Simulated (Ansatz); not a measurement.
# Rh (Fm-3m) in Ansatz: settings compared

The runs below take Rh through single point, atomic charges, relaxation of cell and atoms, with PBE, LDA+D3(BJ), revPBE+D3(BJ).

Program: Ansatz 0.2.0. These are calculated values, not measurements. Logs are shortened: lines on timing, memory, paths and dates and some standing lists are left out, and cuts for length are marked.

## (1) The structure

Symmetry: Fm-3m, No. 225, cubic system. Conventional cell: a = 3.796 Å, b = 3.796 Å, c = 3.796 Å, α = 90.00°, β = 90.00°, γ = 90.00°. Rh (site symmetry m-3m) has 12 Rh at 2.68 Å as nearest neighbours.

## (2) Single point, PBE

input.yaml

```yaml
crystal:
  lattice:
    - [0.0, 1.89785, 1.89785]
    - [1.89785, 0.0, 1.89785]
    - [1.89785, 1.89785, 0.0]
  atoms:
    - { symbol: Rh, position: [0.0, 0.0, 0.0] }
kpoints:
  mp_grid: { grid: [8, 8, 8] }
scf:
  occupations: { method: fermi_dirac, width: 0.03 }
hamiltonian:
  xc: pbe
  pseudopotentials: { kind: all_electron, lapw: { basis_error: 0.003 } }
output:
  forces: true
  stress: true
  eigenvalues: true
```

Potentials or basis: all-electron LAPW, scalar-relativistic.

The run is started by

```console
$ ansatz run input.yaml --threads 1 --pin off --max-ram 3072MiB --backend cpu --events-out ev --progress --plain --runs-dir out
```

What it wrote:

```text
Warning: RAYON_NUM_THREADS=1 ignored (pool sized by the plan → 1); use --threads N
LAPW: plane waves up to 8.052 Å⁻¹, error target 3.0e-3 eV per atom; small_component_spin mean_spin; Rh in spheres of 1.342 Å, 27 of its electrons in bands, Dirac shells [] (how accurate: hamiltonian.pseudopotentials.lapw.basis_error, Limitations)
Engine: ansatz 0.2.0, aarch64-unknown-linux-gnu
Pseudopotentials: kind: all_electron
Pseudopotential: Rh, LAPW, valence charge 27, lapw/all_electron/scalar/gaussian/Rh, Koelling and Harmon's equation, gaussian nucleus
Functional definition: PBE
  parameter kappa = 0.804
  parameter beta = 0.06672455060314922
  exchange = pbe_x(kappa = kappa, mu = beta*pi^2/3)
  correlation = pbe_c(beta = beta)
Crystal: 1 atoms, lattice volume = 13.671 Å³
Basis set: ecut = 246.99690493255812 eV, 113 PW (Γ), exchange–correlation at level 2
Bands: 18, of which v1, the nominal top of the filled ones, is band 14 counted from 1 (13 counted from 0)
Symmetry: 48 space group operations
Space group: Fm-3m (ITA 225), of the structure as read, at distance tolerance 2.4e-5 Å
k-points: 29 of 512
Non-local potential: Rh, projectors of the file, none
Initial density: superposition of atomic densities (chi_scale 0.1, normalization cell)
Initial wavefunctions: plane waves of lowest kinetic energy (no species holds an atomic orbital)
Functional: x = pbe(κ = 0.804, μ = 0.2195149727645171), c = pbe(β = 0.06672455060314922)
iter 1 solved again at ethr=3.60e-4 eV; its pass at ethr=1.00e-1 eV (dr2=9.72e-2 eV) is discarded
SCF iter   1: F=—  HF=-130187.707464 eV  |F-HF|=—  |Δ(HF+E_count)|=         —  Δρ=3.71e-2  dr2=9.77e-2  ethr=3.60e-4  ⟨swp⟩=3.0  Hψ=3417  notcnv=0
preconditioner: auto → none  [metal: Δε(μ)=0.062 eV  Ē_g=13.811 eV  σ=0.030 eV  W_gap=0.43  n_scr=8 (ndim 8)  ℏωp=30.1 eV  f_vac=0.000  D(μ)=1.49/eV (n_scr^D=14)  sad-step TF]
iter 2 solved again at ethr=9.74e-6 eV; its pass at ethr=3.60e-4 eV (dr2=2.63e-3 eV) is discarded
SCF iter   2: F=—  HF=-130187.302622 eV  |F-HF|=—  |Δ(HF+E_count)|=   4.05e-1  Δρ=4.84e-3  dr2=2.63e-3  ethr=9.74e-6  ⟨swp⟩=2.0  Hψ=2690  notcnv=0
SCF iter   3: F=—  HF=-130187.260577 eV  |F-HF|=—  |Δ(HF+E_count)|=   4.20e-2  Δρ=5.82e-3  dr2=2.93e-3  ethr=9.74e-6  ⟨swp⟩=2.6  Hψ=1574  notcnv=0
SCF iter   4: F=—  HF=-130187.259083 eV  |F-HF|=—  |Δ(HF+E_count)|=   1.49e-3  Δρ=9.69e-4  dr2=8.13e-5  ethr=9.74e-6  ⟨swp⟩=2.0  Hψ=1446  notcnv=0
SCF iter   5: F=—  HF=-130187.259095 eV  |F-HF|=—  |Δ(HF+E_count)|=   1.19e-5  Δρ=5.57e-5  dr2=2.86e-7  ethr=3.01e-7  ⟨swp⟩=2.0  Hψ=1445  notcnv=0
SCF iter   6: F=-130187.259095 eV  HF=-130187.259095 eV  |F-HF|=7.81e-9  |Δ(HF+E_count)|=   3.23e-8  Δρ=7.12e-6  dr2=3.44e-9  ethr=1.06e-9  ⟨swp⟩=3.0  Hψ=1489  notcnv=0
SCF 1 converged in 6 iterations: F = -130187.259095 eV  dr2 = 3.44e-9
SCF converged after 6 iterations
Free energy (F): -130187.259095 eV
Harris-Foulkes:  -130187.259095 eV  (|F-HF|=7.81e-9)
Internal energy: -130187.254054 eV  (E = F + TS)
E sigma→0 (E₀):  -130187.256574 eV
Entropy (-TS):   -0.005041 eV (-5.041 meV/atom)
Fermi energy:    24.787883 eV
--- Per-component energies (eV) ---
  E_band       = -2766.097100
  E_kinetic    = 135621.722035
  E_xc         = -3780.892257
  E_electrostatic = -262028.083832  (all electrons and nuclei)
  E_smearing   = -0.005041  (= −TS)
  E_closure    = -0.000000  (closes the sum)
  E_atoms      = -130180.026586  (free atoms, spherical and without spin; not in F)
  Σ components = -130187.259095   (vs F -130187.259095, Δ=0.00e0)
  Basis errors (estimates in eV, not in F): energy 6.8e-4 per atom: plane waves 5.5e-4 (2.8e-4 summed), levels above the bands 1.7e-283, relativity 8.6e-8, radial functions 1.3e-4, core shells 3.3e-7; eigenvalues (radial functions only) 1.4e-5; not estimated: angular momenta, meshes, grids; target (lapw.basis_error) 3.0e-3; muffin-tin radii Rh 1.342 Å
--- Forces (eV/Å), atoms counted from 1 ---
  atom   1  Rh     0.00000000    -0.00000000     0.00000000
  max |Σ_I F_I| component: 6.57e-32 eV/Å
--- Stress (GPa, compression-positive) ---
        8.189732       0.000000       0.000000
        0.000000       8.189732      -0.000000
        0.000000      -0.000000       8.189732
  P = ⅓ Tr σ = 8.1897 GPa (81.897 kbar)
--- Band table (eV; the first three rows and the last of 29) ---
  k-point 0: bands = ["-272.1264", "-272.1264", "-272.1264", "-272.0947", "-272.0947", "-54.1111", "-21.5700", "-21.5700", "-21.5700", "16.7550", "21.6659", "21.6659", "21.6659", "23.7826", "23.7826", "40.5250", "45.9133", "45.9133"]
  k-point 1: bands = ["-272.1264", "-272.1264", "-272.1264", "-272.0947", "-272.0947", "-54.0942", "-21.6830", "-21.5853", "-21.5853", "17.3595", "21.4285", "21.8828", "21.8828", "23.6813", "23.6813", "41.3466", "43.4916", "46.8107"]
  k-point 2: bands = ["-272.1264", "-272.1264", "-272.1264", "-272.0947", "-272.0947", "-54.0533", "-21.9512", "-21.6221", "-21.6221", "18.5474", "21.5350", "22.0315", "22.0315", "23.9443", "23.9443", "39.8324", "42.1399", "48.9786"]
  k-point 28: bands = ["-272.1264", "-272.1264", "-272.1264", "-272.0947", "-272.0947", "-53.9568", "-22.0634", "-22.0634", "-21.8531", "19.7064", "20.9318", "20.9318", "23.5621", "25.7812", "34.4240", "34.4240", "36.0533", "37.4721"]
```

It took 1.9 s on 1 thread of Arm Neoverse V2, shared host; peak memory 0.22 GiB.

Results:

| Quantity | Value |
| --- | --- |
| Free energy | -130187.2591 eV |
| Pressure | 8.2 GPa |
| Band gap on the k mesh | none (metal or under the smearing width) |

Levels at points of the mesh, in eV from the Fermi level:
```csv
k point,band 9,band 10,band 11,band 12,band 13,band 14,band 15,band 16,band 17,band 18
"(0.00, 0.00, 0.00)",-46.36,-8.03,-3.12,-3.12,-3.12,-1.01,-1.01,15.74,21.13,21.13
"(0.00, 0.00, -0.50)",-46.46,-6.19,-3.20,-3.20,0.57,0.57,0.69,8.68,15.30,21.04
"(0.00, -0.50, -0.50)",-46.63,-6.39,-6.02,0.55,0.99,0.99,3.23,12.32,13.27,13.27
```

Caveat: the k mesh is thin for a metal, which can move the energy by tens of meV per atom.

## (3) Single point, PBE

input.yaml

```yaml
crystal:
  lattice:
    - [0.0, 1.89785, 1.89785]
    - [1.89785, 0.0, 1.89785]
    - [1.89785, 1.89785, 0.0]
  atoms:
    - { symbol: Rh, position: [0.0, 0.0, 0.0] }
kpoints:
  mp_grid: { grid: [12, 12, 12] }
scf:
  occupations: { method: gaussian, width: 0.05 }
hamiltonian:
  xc: pbe
  pseudopotentials: { kind: all_electron, lapw: { basis_error: 0.001 } }
output:
  forces: true
  stress: true
  eigenvalues: true
```

Potentials or basis: all-electron LAPW, scalar-relativistic.

The run is started by

```console
$ ansatz run input.yaml --threads 1 --pin off --max-ram 3072MiB --backend cpu --events-out ev --progress --plain --runs-dir out
```

Run time: 4.9 s. Hardware: 1 thread of Arm Neoverse V2, shared host; peak memory 0.26 GiB.

It converged, with:

```yaml
Free_energy: -130187.2932 eV
Pressure: 7.2 GPa
Band_gap_on_the_k_mesh: none (metal or under the smearing width)
```

Levels at points of the mesh, in eV from the Fermi level:
```tsv
k point	band 11	band 12	band 13	band 14	band 15	band 16
(0.00, 0.00, 0.00)	-3.16	-3.16	-3.16	-1.05	-1.05	15.74
(0.00, 0.00, -0.50)	-3.24	-3.24	0.52	0.52	0.68	8.65
(0.00, -0.50, -0.50)	-6.05	0.49	0.94	0.94	3.23	12.29
```

## (4) Atomic charges, LDA+D3(BJ)

input.yaml: that of step 3 with these lines changed.

```diff
@@ -10,5 +10,6 @@
 scf:
-  occupations: { method: gaussian, width: 0.05 }
+  occupations: { method: methfessel_paxton, width: 0.1 }
 hamiltonian:
-  xc: pbe
+  xc: lda
+  dispersion: d3bj
   pseudopotentials: { kind: all_electron, lapw: { basis_error: 0.001 } }
@@ -18 +19,2 @@
   eigenvalues: true
+  populations: true
```

Potentials or basis: all-electron LAPW, scalar-relativistic.

The run is started by

```console
$ ansatz run input.yaml --threads 1 --pin off --max-ram 3072MiB --backend cpu --events-out ev --progress --plain --runs-dir out
```

What it wrote:

```text
Warning: the engine holds no damping parameters fitted to this dispersion correction and functional, so the run takes those fitted to pbe (hamiltonian.dispersion, under Limitations)
Warning: RAYON_NUM_THREADS=1 ignored (pool sized by the plan → 1); use --threads N
Rh: projections on atomic orbitals take those of the free atom 1s2 2s2 2p6 3s2 3p6 3d10 4s2 4p6 4d8 5s1, of charge +0.00 (hamiltonian.pseudopotentials.projection_atoms)
LAPW: plane waves up to 8.536 Å⁻¹, error target 1.0e-3 eV per atom; small_component_spin mean_spin; Rh in spheres of 1.342 Å, 27 of its electrons in bands, Dirac shells [] (how accurate: hamiltonian.pseudopotentials.lapw.basis_error, Limitations)
Engine: ansatz 0.2.0, aarch64-unknown-linux-gnu
Pseudopotentials: kind: all_electron
Pseudopotential: Rh, LAPW, valence charge 27, lapw/all_electron/scalar/gaussian/Rh, Koelling and Harmon's equation, gaussian nucleus
Functional definition: SPW92
  exchange = slater_x
  correlation = pw_c
Crystal: 1 atoms, lattice volume = 13.671 Å³
Basis set: ecut = 277.6356897154001 eV, 137 PW (Γ), exchange–correlation at level 2
Bands: 18, of which v1, the nominal top of the filled ones, is band 14 counted from 1 (13 counted from 0)
Symmetry: 48 space group operations
Space group: Fm-3m (ITA 225), of the structure as read, at distance tolerance 2.4e-5 Å
k-points: 72 of 1728
Non-local potential: Rh, projectors of the file, none
Initial density: superposition of atomic densities (chi_scale 0.1, normalization cell)
Initial wavefunctions: plane waves of lowest kinetic energy (no species holds an atomic orbital)
Functional: x = slater, c = lda
iter 1 solved again at ethr=3.68e-4 eV; its pass at ethr=1.00e-1 eV (dr2=9.94e-2 eV) is discarded
SCF iter   1: F=—  HF=-130064.397257 eV  |F-HF|=—  |Δ(HF+E_count)|=         —  Δρ=3.85e-2  dr2=9.99e-2  ethr=3.68e-4  ⟨swp⟩=3.0  Hψ=8488  notcnv=0
[... 17 lines left out ...]
--- Per-component energies (eV) ---
  E_band       = -2777.351099
  E_kinetic    = 135450.457652
  E_xc         = -3654.580400
  E_electrostatic = -261859.065530  (all electrons and nuclei)
  E_disp       = -0.651297  (pairwise vdW)
  E_smearing   = 0.000172  (= −TS)
  E_closure    = 0.000000  (closes the sum)
  E_atoms      = -130054.476644  (free atoms, spherical and without spin; not in F)
  Σ components = -130063.839403   (vs F -130063.839403, Δ=0.00e0)
  Basis errors (estimates in eV, not in F): energy 2.0e-4 per atom: plane waves 1.6e-4 (1.2e-4 summed), levels above the bands 0.0e0, relativity 3.9e-9, radial functions 3.8e-5, core shells 3.4e-7; eigenvalues (radial functions only) 1.2e-5; not estimated: angular momenta, meshes, grids; target (lapw.basis_error) 1.0e-3; muffin-tin radii Rh 1.342 Å
--- Forces (eV/Å), atoms counted from 1 ---
  atom   1  Rh    -0.00000000    -0.00000000     0.00000000
  max |Σ_I F_I| component: 2.30e-31 eV/Å
--- Stress (GPa, compression-positive) ---
      -17.919149       0.000000       0.000000
        0.000000     -17.919149       0.000000
        0.000000       0.000000     -17.919149
  P = ⅓ Tr σ = -17.9191 GPa (-179.191 kbar)
--- Band table (eV; the first three rows and the last of 72) ---
  k-point 0: bands = ["-272.7083", "-272.7083", "-272.7083", "-272.6790", "-272.6790", "-54.3222", "-21.8363", "-21.8363", "-21.8363", "16.3377", "21.2865", "21.2865", "21.2865", "23.4274", "23.4274", "40.1956", "45.5099", "45.5099"]
  k-point 1: bands = ["-272.7083", "-272.7083", "-272.7083", "-272.6790", "-272.6790", "-54.3145", "-21.8886", "-21.8434", "-21.8434", "16.6160", "21.1663", "21.3938", "21.3938", "23.3694", "23.3694", "40.5941", "44.2324", "45.9191"]
  k-point 2: bands = ["-272.7083", "-272.7083", "-272.7083", "-272.6790", "-272.6790", "-54.2932", "-22.0302", "-21.8627", "-21.8627", "17.3561", "20.9525", "21.6123", "21.6123", "23.3191", "23.3191", "41.4475", "41.9665", "47.0609"]
  k-point 71: bands = ["-272.7083", "-272.7083", "-272.7083", "-272.6790", "-272.6790", "-54.1665", "-22.3340", "-22.3340", "-22.1219", "19.3444", "20.5583", "20.5583", "23.2018", "25.4285", "34.0267", "34.0267", "35.5550", "37.1539"]
--- Löwdin populations: 1 site ---
  site symbol       q [e]
     0     Rh     44.9028
  spilling = 0.002159 (of n_electrons = 45.000000)
```

populations.tsv:

```text
# site	symbol	l	j	q
# orbitals = lowdin
# n_electrons = 45.000000
# spilling = 0.002159
# projection_atom_Rh: 1s2 2s2 2p6 3s2 3p6 3d10 4s2 4p6 4d8 5s1
0	Rh	0_1S	-	1.999996
0	Rh	0_2S	-	1.999884
0	Rh	0_3S	-	1.998031
0	Rh	0_4S	-	1.968803
0	Rh	0_5S	-	0.828139
0	Rh	1_2P	-	5.999998
0	Rh	1_3P	-	5.999953
0	Rh	1_4P	-	5.995879
0	Rh	2_3D	-	9.999979
0	Rh	2_4D	-	8.112172
```

Wall time 5 s (1 thread of Arm Neoverse V2, shared host); peak memory 0.26 GiB.

What came out:

```yaml
Free_energy: -130063.8394 eV
Pressure: -17.9 GPa
Band_gap_on_the_k_mesh: none (metal or under the smearing width)
```

Caveat: so large a pressure means that the cell lies far from this level's equilibrium, or that cutoff or potentials fall short; pairwise dispersion overbinds metals, which lowers pressure and volume; the dispersion damping was fitted for another functional or another form of the correction.

## (5) Relaxation of cell and atoms, revPBE+D3(BJ)

input.yaml: that of step 4 with these lines changed.

```diff
@@ -10,5 +10,5 @@
 scf:
-  occupations: { method: methfessel_paxton, width: 0.1 }
+  occupations: { method: fermi_dirac, width: 0.05 }
 hamiltonian:
-  xc: lda
+  xc: revpbe
   dispersion: d3bj
@@ -18,3 +18,5 @@
   stress: true
-  eigenvalues: true
-  populations: true
+relax:
+  f_tol: 0.01
+  max_steps: 60
+  cell: {}
```

The run is started by

```console
$ ansatz run input.yaml --threads 1 --pin off --max-ram 3072MiB --backend cpu --events-out ev --progress --plain --runs-dir out
```

Run time: 17 s. Hardware: 1 thread of Arm Neoverse V2, shared host; peak memory 0.27 GiB.

The run converged. Its results:

```yaml
Free_energy: -130193.8564 eV
Relaxed_volume: 13.45 Å³/atom
Relaxed_cell: a = 2.669 Å, b = 2.669 Å, c = 2.669 Å, α = 60.00°, β = 60.00°, γ = 60.00°
Space_group_after_relaxing_to_0.05_Å: Fm-3m (No. 225)
Energy_gained_by_relaxing: 3.3 meV/atom
Ionic_steps: 5
Pressure_after_relaxing: 0.0 GPa
```

Step by step:
```
step  energy change (eV)  largest force (eV/Å)  volume (Å³)
   1              0.0000                0.0000        13.67
   2             -0.0011                0.0000        13.27
   3             -0.0033                0.0000        13.45
   4             -0.0033                0.0000        13.45
   5             -0.0033                0.0000        13.45
```

Final structure:
```
CELL_PARAMETERS angstrom
0.00000 1.88745 1.88745
1.88745 0.00000 1.88745
1.88745 1.88745 0.00000
ATOMIC_POSITIONS crystal
Rh 0.00000 0.00000 0.00000
```

## (6) Overview

| task | level | cell | k mesh | cutoff (eV) | smearing | basis error allowed | gap on the mesh (eV) | pressure (GPa) |
| --- | --- | --- | --- | --- | --- | --- | --- | --- |
| single point | PBE | as given | 8 × 8 × 8 | 247 | fermi-dirac 0.03 eV | 0.003 eV/atom | none | 8.2 |
| single point | PBE | as given | 12 × 12 × 12 | 278 | gaussian 0.05 eV | 0.001 eV/atom | none | 7.2 |
| atomic charges | LDA+D3(BJ) | as given | 12 × 12 × 12 | 278 | methfessel-paxton 0.1 eV | 0.001 eV/atom | none | -17.9 |
| relaxation of cell and atoms | revPBE+D3(BJ) | relaxed | 12 × 12 × 12 | - | fermi-dirac 0.05 eV | 0.001 eV/atom | - | 0.0 |

Alike in all rows: potentials or basis all-electron LAPW, scalar-relativistic; no spin polarisation.

Every run on the cell as given and a fine mesh finds a metal. The pressure there spans -17.9 GPa (LDA+D3(BJ)) to 8.2 GPa (PBE); a positive pressure means that this level wants a larger cell, a negative one a smaller.

Caveats: the k mesh is thin for a metal, which can move the energy by tens of meV per atom (some runs); so large a pressure means that the cell lies far from this level's equilibrium, or that cutoff or potentials fall short (some runs); pairwise dispersion overbinds metals, which lowers pressure and volume (some runs); the dispersion damping was fitted for another functional or another form of the correction (some runs).

Compare energies only between runs with the same functional and basis.
